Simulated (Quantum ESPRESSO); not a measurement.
HfO2:

```
CELL_PARAMETERS angstrom
0.00000 2.55750 2.55750
2.55750 0.00000 2.55750
2.55750 2.55750 0.00000
ATOMIC_POSITIONS crystal
Hf 0.00000 0.00000 0.00000
O 0.75000 0.75000 0.75000
O 0.25000 0.25000 0.25000
```

Measurements of this composition are mostly on another form, of space group No. 14.

```yaml
Program: Quantum ESPRESSO 7.5
Task: Hubbard U by linear response
Functional: PBE
Potentials_or_basis: GBRV 1.5 PBE
Cutoff: 612 eV
Density_cutoff: 4898 eV
k_mesh: 6 × 6 × 6
Occupations: fermi-dirac, width 0.05 eV
Spin: no spin polarisation
Hubbard_terms: Hf d U = 4.0 eV
Start_of_the_occupations: default
Hubbard_projectors: atomic
Mixing_beta: 0.3
Most_SCF_iterations: 120
SCF_threshold: 6e-10 Ry
q_mesh: 2 × 2 × 2
```

The first run showed a gap, so the response started from a second, tighter run with fixed occupations.

Task: What Hubbard parameters does linear response give?

Result: U = 1.74 eV on Hf 5d. The values belong to these projectors, potentials and this ground state, and don't carry over to other codes.

Hubbard U from linear response:
| site | manifold | U (eV) |
| --- | --- | --- |
| 1 | Hf-5d | 1.74 |
On the first site the bare response is -0.345 and the screened one -0.215 eV⁻¹.

Eigenvalues of the final occupation matrices:
| site | spin | trace | eigenvalues |
| --- | --- | --- | --- |
| Hf 1 5d | each | 1.71 | 0.19 0.19 0.44 0.44 0.44 |

Caveat: spin-orbit coupling is left out, which moves the levels of the heavy elements.
